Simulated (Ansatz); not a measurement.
# Al: one contact scaled

One table from this session's results is given with a row withheld; the runs are named, their logs left out.

Program: Ansatz 0.2.0. Level of theory: DFT PBEsol, with the methods named in each step. These are calculated values, not measurements.

### The starting structure

It takes space group Fd-3m (No. 227, cubic). Conventional cell: a = 5.483 Å, b = 5.483 Å, c = 5.483 Å, α = 90.00°, β = 90.00°, γ = 90.00°. Al (site symmetry -43m) has 4 Al at 2.37 Å in its first shell of neighbours.

Coordinates:

```cif
data_structure
_symmetry_space_group_name_H-M 'Fd-3m:1'
_symmetry_Int_Tables_number 227
_cell_length_a 5.4830
_cell_length_b 5.4830
_cell_length_c 5.4830
_cell_angle_alpha 90.000
_cell_angle_beta 90.000
_cell_angle_gamma 90.000
_cell_volume 164.84
loop_
_atom_site_label
_atom_site_type_symbol
_atom_site_symmetry_multiplicity
_atom_site_Wyckoff_symbol
_atom_site_fract_x
_atom_site_fract_y
_atom_site_fract_z
_atom_site_occupancy
Al1 Al 8 b 0.00000 0.50000 0.00000 1
```

The file gives the conventional cell by its symmetry; the runs use the cell typed in the input.

Atoms are numbered in the order of the input: Al1, Al2.

The first run:

Input file input.yaml:

```yaml
crystal:
  lattice:
    - [0.0, 2.7415165562, 2.7415165562]
    - [2.7415165562, 0.0, 2.7415165562]
    - [2.7415165562, 2.7415165562, 0.0]
  atoms:
    - { symbol: Al, position: [-0.125, -0.125, -0.125] }
    - { symbol: Al, position: [0.125, 0.125, 0.125] }
kpoints:
  mp_grid: { grid: [10, 10, 10] }
scf:
  occupations: { method: fermi_dirac, width: 0.05 }
hamiltonian:
  xc: pbesol
  pseudopotentials: { kind: paw }
output:
  forces: true
  stress: true
  eigenvalues: true
  populations: true
```

Command:

```
$ ansatz run input.yaml --threads 1 --pin off --max-ram 2048MiB --backend cpu --events-out ev --progress --plain --runs-dir out
```

Among the steps run: Shortest bond scaled by 1, PAW; Shortest bond scaled by 1.1, PAW; Shortest bond scaled by 0.82, PAW; Shortest bond scaled by 0.76, PAW; Shortest bond scaled by 0.64, PAW; Shortest bond scaled by 0.64, PAW (level accurate).

One table of the session follows, with a row left open; its other results are not shown here.

```
              method  length (Å)  F from the given length (eV/cell)  force along the bond (eV/Å)  pressure (GPa)  largest force (eV/Å)
                 PAW       1.520                              9.741                       33.078           59.21                33.078
                 PAW       1.804                              3.102                       14.760           35.24                14.760
                 PAW       1.947                                  ?                            ?               ?                     ?
                 PAW       2.374                              0.000                        0.000           18.23                 0.000
                 PAW       2.612                              0.174                       -1.185           19.56                 1.185
PAW (level accurate)       1.520                                  –                       33.683           60.08                33.683
```

Estimate the missing values for PAW, 1.947.

The run gave: F from the given length (eV/cell): 1.458; force along the bond (eV/Å): 8.677; pressure (GPa): 26.91; largest force (eV/Å): 8.677.
